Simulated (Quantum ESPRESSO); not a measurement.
# I (Fmmm) in Quantum ESPRESSO: tuning mixing beta

Aim: find the choice of mixing beta that runs I fastest, at LDA. This setting moves, with any that are tied to it; all else stays.

Everything below comes from runs of Quantum ESPRESSO 7.5. Logs are shortened: lines on timing, memory, paths and dates and some standing lists are left out, and cuts for length are marked.

### 1 Starting point

The structure is orthorhombic, space group Fmmm (No. 69). The conventional cell has a = 4.384 Å, b = 4.731 Å, c = 7.820 Å, α = 90.00°, β = 90.00°, γ = 90.00°. I (site symmetry mmm) has 4 I at 3.23 Å as nearest neighbours.

### 2 With mixing beta 0.05

Input file pw.in:

```
&CONTROL
  calculation = 'scf'
  prefix = 'pwscf'
  outdir = './tmp'
  pseudo_dir = './pseudo'
  tprnfor = .true.
  tstress = .true.
  disk_io = 'nowf'
/
&SYSTEM
  ibrav = 0
  nat = 1
  ntyp = 1
  ecutwfc = 36
  ecutrho = 216
  nbnd = 9
  occupations = 'smearing'
  smearing = 'mv'
  degauss = 0.00734986
/
&ELECTRONS
  conv_thr = 2d-10
  electron_maxstep = 80
  mixing_beta = 0.05
/
ATOMIC_SPECIES
I    126.9045 I.LDA_PW-JTH.UPF
CELL_PARAMETERS angstrom
   0.0000000000    2.3656004428    3.9098401324
   2.1922454667    0.0000000000    3.9098401324
   2.1922454667    2.3656004428    0.0000000000
ATOMIC_POSITIONS crystal
I      0.0000000000    0.0000000000    0.0000000000
K_POINTS automatic
9 9 9 0 0 0
```

Potentials or basis: JTH 2.0 LDA.

Run with:

```console
> OMP_NUM_THREADS=1 mpirun -n 8 pw.x -nk 8 -in pw.in > pw.out
```

Run time: 6.8 s. Hardware: 8 MPI ranks of Arm Neoverse N1, host not shared; peak memory 0.4 GiB.

Results (log left out):

| Quantity | Value |
| --- | --- |
| Free energy | -4996.6379 eV |
| Pressure | -2.3 GPa |
| Band gap on the k mesh | none (metal or under the smearing width) |

### 3 With mixing beta 0.1

Edit pw.in of step 2 so:

```diff
@@ -23,3 +23,3 @@
   electron_maxstep = 80
-  mixing_beta = 0.05
+  mixing_beta = 0.1
 /
```

Potentials or basis: JTH 2.0 LDA.

Run with:

```console
> OMP_NUM_THREADS=1 mpirun -n 8 pw.x -nk 8 -in pw.in > pw.out
```

Wall time 6.5 s (8 MPI ranks of Arm Neoverse N1, host not shared); peak memory 0.4 GiB.

Results (log left out):

```yaml
Free_energy: -4996.6379 eV
Pressure: -2.3 GPa
Band_gap_on_the_k_mesh: none (metal or under the smearing width)
```

### 4 With mixing beta 0.2

Edit pw.in of step 3 so:

```diff
@@ -23,3 +23,3 @@
   electron_maxstep = 80
-  mixing_beta = 0.1
+  mixing_beta = 0.2
 /
```

Run with:

```console
> OMP_NUM_THREADS=1 mpirun -n 8 pw.x -nk 8 -in pw.in > pw.out
```

Run time: 5.8 s. Hardware: 8 MPI ranks of Arm Neoverse N1, host not shared; peak memory 0.4 GiB.

Results (log left out):

| Item | Value |
| --- | --- |
| Free energy | -4996.6379 eV |
| Pressure | -2.3 GPa |
| Band gap on the k mesh | none (metal or under the smearing width) |

### 5 With mixing beta 0.3

Edit pw.in of step 4 so:

```diff
@@ -23,3 +23,3 @@
   electron_maxstep = 80
-  mixing_beta = 0.2
+  mixing_beta = 0.3
 /
```

Run with:

```console
> OMP_NUM_THREADS=1 mpirun -n 8 pw.x -nk 8 -in pw.in > pw.out
```

Wall time 5.4 s (8 MPI ranks of Arm Neoverse N1, host not shared); peak memory 0.4 GiB.

Results (log left out):

| Property | Result |
| --- | --- |
| Free energy | -4996.6379 eV |
| Pressure | -2.3 GPa |
| Band gap on the k mesh | none (metal or under the smearing width) |

### 6 With mixing beta 0.5

Edit pw.in of step 5 so:

```diff
@@ -23,3 +23,3 @@
   electron_maxstep = 80
-  mixing_beta = 0.3
+  mixing_beta = 0.5
 /
```

Potentials or basis: JTH 2.0 LDA.

Run with:

```console
> OMP_NUM_THREADS=1 mpirun -n 8 pw.x -nk 8 -in pw.in > pw.out
```

It took 5.1 s on 8 MPI ranks of Arm Neoverse N1, host not shared; peak memory 0.4 GiB.

It converged, with:

| Item | Value |
| --- | --- |
| Free energy | -4996.6379 eV |
| Pressure | -2.3 GPa |
| Band gap on the k mesh | none (metal or under the smearing width) |

### 7 With mixing beta 0.7

Edit pw.in of step 6 so:

```diff
@@ -23,3 +23,3 @@
   electron_maxstep = 80
-  mixing_beta = 0.5
+  mixing_beta = 0.7
 /
```

Run with:

```console
> OMP_NUM_THREADS=1 mpirun -n 8 pw.x -nk 8 -in pw.in > pw.out
```

Run time: 4.8 s. Hardware: 8 MPI ranks of Arm Neoverse N1, host not shared; peak memory 0.4 GiB.

Results (log left out):

```
Free energy            : -4996.6379 eV
Pressure               : -2.3 GPa
Band gap on the k mesh : none (metal or under the smearing width)
```

### 8 With mixing beta 0.9

Edit pw.in of step 7 so:

```diff
@@ -23,3 +23,3 @@
   electron_maxstep = 80
-  mixing_beta = 0.7
+  mixing_beta = 0.9
 /
```

Potentials or basis: JTH 2.0 LDA.

Run with:

```console
> OMP_NUM_THREADS=1 mpirun -n 8 pw.x -nk 8 -in pw.in > pw.out
```

pw.out:

```text
This program is part of the open-source Quantum ESPRESSO suite
     for quantum simulation of materials; please cite
         "P. Giannozzi et al., J. Phys.:Condens. Matter 21 395502 (2009);
         "P. Giannozzi et al., J. Phys.:Condens. Matter 29 465901 (2017);
         "P. Giannozzi et al., J. Chem. Phys. 152 154105 (2020);
     in publications or presentations arising from this work. More details at

     file I.LDA_PW-JTH.UPF: wavefunction(s)  0S 0P renormalized
     Message from routine setup:
     using ibrav=0 with symmetry is DISCOURAGED, use correct ibrav instead

     K-points division:     npool     =       8
     Subspace diagonalization in iterative solution of the eigenvalue problem:
     a serial algorithm will be used

     G-vector sticks info
     --------------------
     sticks:   dense  smooth     PW     G-vecs:    dense   smooth      PW
     Sum         837     559    179                14661     8015    1451

     Using Slab Decomposition

     bravais-lattice index     =            0
     lattice parameter (alat)  =       8.6356  a.u.
     unit-cell volume          =     273.6631 (a.u.)^3
     number of atoms/cell      =            1
     number of atomic types    =            1
     number of electrons       =         7.00
     number of Kohn-Sham states=            9
     kinetic-energy cutoff     =      36.0000  Ry
     charge density cutoff     =     216.0000  Ry
     scf convergence threshold =      2.0E-10
     mixing beta               =       0.9000
     number of iterations used =            8  plain     mixing
     Exchange-correlation= SLA PW NOGX NOGC
                           (   1   4   0   0   0   0   0)

     celldm(1)=   8.635638  celldm(2)=   0.000000  celldm(3)=   0.000000
     celldm(4)=   0.000000  celldm(5)=   0.000000  celldm(6)=   0.000000

     crystal axes: (cart. coord. in units of alat)
               a(1) = (   0.000000   0.517661   0.855586 )
               a(2) = (   0.479726   0.000000   0.855586 )
               a(3) = (   0.479726   0.517661   0.000000 )

     reciprocal axes: (cart. coord. in units 2 pi/alat)
               b(1) = ( -1.042261  0.965882  0.584395 )
               b(2) = (  1.042261 -0.965882  0.584395 )
               b(3) = (  1.042261  0.965882 -0.584395 )

     PseudoPot. # 1 for I  read from file:
     I.LDA_PW-JTH.UPF
     Pseudo is Projector augmented-wave + core cor, Zval =  7.0
     Generated using ATOMPAW code
     Shape of augmentation charge: SINC**2
     Using radial grid of 1095 points,  4 beta functions with:
                l(1) =   0
                l(2) =   0
                l(3) =   1
                l(4) =   1
     Q(r) pseudized with 0 coefficients

     atomic species   valence    mass     pseudopotential
     I                 7.00   126.90450     I ( 1.00)

      8 Sym. Ops., with inversion, found

   Cartesian axes

     site n.     atom                  positions (alat units)
         1        I      tau(   1) = (   0.0000000   0.0000000   0.0000000  )

     number of k points=   125  Marzari-Vanderbilt smearing, width (Ry)=  0.0073

     Number of k-points >= 100: set verbosity='high' to print them.

     Dense  grid:    14661 G-vectors     FFT dimensions: (  45,  40,  30)

     Smooth grid:     8015 G-vectors     FFT dimensions: (  36,  36,  24)

     Initial potential from superposition of free atoms

     starting charge       6.9999, renormalised to       7.0000

     negative rho (up, down):  4.119E-03 0.000E+00
     Starting wfcs are    8 randomized atomic wfcs +    1 random wfcs
     Checking if some PAW data can be deallocated...

     Self-consistent Calculation

     iteration #  1     ecut=    36.00 Ry     beta= 0.90
     Davidson diagonalization with overlap
     ethr =  1.00E-02,  avg # of iterations =  6.9

     Threshold (ethr) on eigenvalues was too large:
     Diagonalizing with lowered threshold

     Davidson diagonalization with overlap
     ethr =  9.69E-05,  avg # of iterations =  3.7

     negative rho (up, down):  3.237E-03 0.000E+00

     total energy              =    -367.24485014 Ry
     estimated scf accuracy    <       0.00676637 Ry

     iteration #  2     ecut=    36.00 Ry     beta= 0.90
     Davidson diagonalization with overlap
     ethr =  9.67E-05,  avg # of iterations =  2.0

     negative rho (up, down):  3.283E-03 0.000E+00

     total energy              =    -367.24603338 Ry
     estimated scf accuracy    <       0.00048276 Ry

     iteration #  3     ecut=    36.00 Ry     beta= 0.90
     Davidson diagonalization with overlap
     ethr =  6.90E-06,  avg # of iterations =  2.9

     negative rho (up, down):  3.252E-03 0.000E+00

     total energy              =    -367.24611218 Ry
     estimated scf accuracy    <       0.00000379 Ry

     iteration #  4     ecut=    36.00 Ry     beta= 0.90
     Davidson diagonalization with overlap
     ethr =  5.41E-08,  avg # of iterations =  2.6

     negative rho (up, down):  3.261E-03 0.000E+00

     total energy              =    -367.24611342 Ry
     estimated scf accuracy    <       0.00000009 Ry

     iteration #  5     ecut=    36.00 Ry     beta= 0.90
     Davidson diagonalization with overlap
     ethr =  1.27E-09,  avg # of iterations =  3.0

     negative rho (up, down):  3.267E-03 0.000E+00

     total energy              =    -367.24611346 Ry
     estimated scf accuracy    <          1.3E-09 Ry

     iteration #  6     ecut=    36.00 Ry     beta= 0.90
     Davidson diagonalization with overlap
     ethr =  1.93E-11,  avg # of iterations =  2.7

     negative rho (up, down):  3.267E-03 0.000E+00

     End of self-consistent calculation

     Number of k-points >= 100: set verbosity='high' to print the bands.

     the Fermi energy is     3.5766 ev

!    total energy              =    -367.24611346 Ry
     total all-electron energy =      -367.246113 Ry
     estimated scf accuracy    <          5.4E-12 Ry
     smearing contrib. (-TS)   =       0.00002596 Ry
     internal energy E=F+TS    =    -367.24613942 Ry

     The total energy is F=E-TS. E is the sum of the following terms:
     one-electron contribution =       2.03123885 Ry
     hartree contribution      =       2.37387685 Ry
     xc contribution           =      -7.35194733 Ry
     ewald contribution        =     -21.20306292 Ry
     one-center paw contrib.   =    -343.09624487 Ry

     convergence has been achieved in   6 iterations

     negative rho (up, down):  3.267E-03 0.000E+00

     Forces acting on atoms (cartesian axes, Ry/au):

     atom    1 type  1   force =     0.00000000    0.00000000    0.00000000

     Total force =     0.000000     Total SCF correction =     0.000000

     Computing stress (Cartesian axis) and pressure

     negative rho (up, down):  3.267E-03 0.000E+00
          total   stress  (Ry/bohr**3)                   (kbar)     P=      -23.45
  -0.00018857  -0.00000000  -0.00000000          -27.74       -0.00       -0.00
   0.00000000  -0.00021412   0.00000000            0.00      -31.50        0.00
  -0.00000000   0.00000000  -0.00007556           -0.00        0.00      -11.12

=------------------------------------------------------------------------------=
   JOB DONE.
=------------------------------------------------------------------------------=
```

Wall time 4.8 s (8 MPI ranks of Arm Neoverse N1, host not shared); peak memory 0.4 GiB.

What came out:

```yaml
Free_energy: -4996.6379 eV
Pressure: -2.3 GPa
Band_gap_on_the_k_mesh: none (metal or under the smearing width)
```

### 9 Result

```
mixing beta  energy less the last converged row (meV/atom)  SCF cycles  wall time (s)
       0.05                                           0.00          12            6.8
        0.1                                           0.00          11            6.5
        0.2                                           0.00           9            5.8
        0.3                                           0.00           8            5.4
        0.5                                           0.00           7            5.1
        0.7                                           0.00           6            4.8
        0.9                                           0.00           6            4.8
```

Fastest here: 0.9 (4.8 s), level within noise with 0.3, 0.5, 0.7; slowest of those that converged: 0.05 (6.8 s). These are single runs, one after another on one machine, so differences under about a fifth mean little.

Caveats: the cutoff is low for these files, which shifts pressure and relaxed volume; an odd number of electrons without spin polarisation forces a metal; a magnetic or distorted state may lie lower.
